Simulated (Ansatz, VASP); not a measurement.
## AlN in VASP and in Ansatz

The input POSCAR:

```
AlN
1.0
    0.0000000000      2.0188684697      2.0188684697
    2.0188684697      0.0000000000      2.0188684697
    2.0188684697      2.0188684697      0.0000000000
Al N
1 1
Direct
    0.0000000000      0.0000000000      0.0000000000
    0.5000000000      0.5000000000      0.5000000000
```

The input INCAR.step1:

```
SYSTEM = AlN
PREC = Accurate
ENCUT = 520
ISMEAR = 0
SIGMA = 0.01
LREAL = .False.
LASPH = .True.
NELM = 80
NBANDS = 11
GGA = PE
ALGO = Normal
EDIFF = 1E-4
LWAVE = .True.
LCHARG = .False.
```

The input INCAR.step2:

```
SYSTEM = AlN
PREC = Accurate
ENCUT = 520
EDIFF = 1E-6
ISMEAR = 0
SIGMA = 0.01
LREAL = .False.
LASPH = .True.
NELM = 80
ALGO = Normal
ISIF = 2
LWAVE = .False.
LCHARG = .False.
METAGGA = R2SCAN
LMIXTAU = .True.
NBANDS = 11
ISTART = 1
```

KPOINTS

```
Automatic mesh
0
Gamma
  10 10 10
  0 0 0
```

Input for Ansatz:

```yaml
crystal:
  lattice:
    - [0.0, 2.0188684697, 2.0188684697]
    - [2.0188684697, 0.0, 2.0188684697]
    - [2.0188684697, 2.0188684697, 0.0]
  atoms:
    - { symbol: Al, position: [0.0, 0.0, 0.0] }
    - { symbol: "N", position: [0.5, 0.5, 0.5] }
kpoints:
  mp_grid: { grid: [10, 10, 10] }
  band_path:
    path:
      - [0.0, 0.0, 0.0]
      - [0.5, 0.0, 0.5]
      - [0.625, 0.25, 0.625]
      - [0.375, 0.375, 0.75]
      - [0.5, 0.5, 0.5]
      - [0.5, 0.25, 0.75]
      - [0.0, 0.5, 0.5]
    npoints: 1
hamiltonian:
  xc: r2scan
scf:
  occupations: { method: fixed }
  n_extra_bands: 4
output:
  forces: true
  stress: true
  eigenvalues: true
```

The cell was built by a generator and needn't be a form met in nature.

Alike in both runs: task single point; functional r2SCAN; k mesh 10 × 10 × 10; no spin polarisation.

|  | VASP | Ansatz |
| --- | --- | --- |
| version | VASP 6.6.1 | Ansatz 0.2.0 |
| potentials or method | VASP PAW PBE potentials, release 64 (Al, N) | plane waves, PAW |
| plane-wave cutoff (eV) | 520 | 500 |
| occupations | gaussian, width 0.01 eV | fixed |
| valence electrons in the cell | 8 | 8 |

```tsv
	VASP	Ansatz	Ansatz less VASP
gap on the k mesh at the Fermi level (eV)	5.53	5.52	-0.005
pressure (GPa)	-0.8	0.0	+0.81
```

Caveats: the PAW data sets were made with another functional, which shifts forces and pressure a little (VASP). r2SCAN opens gaps a little over a GGA but as a rule still falls short of measured ones. A k mesh can miss the band edges.
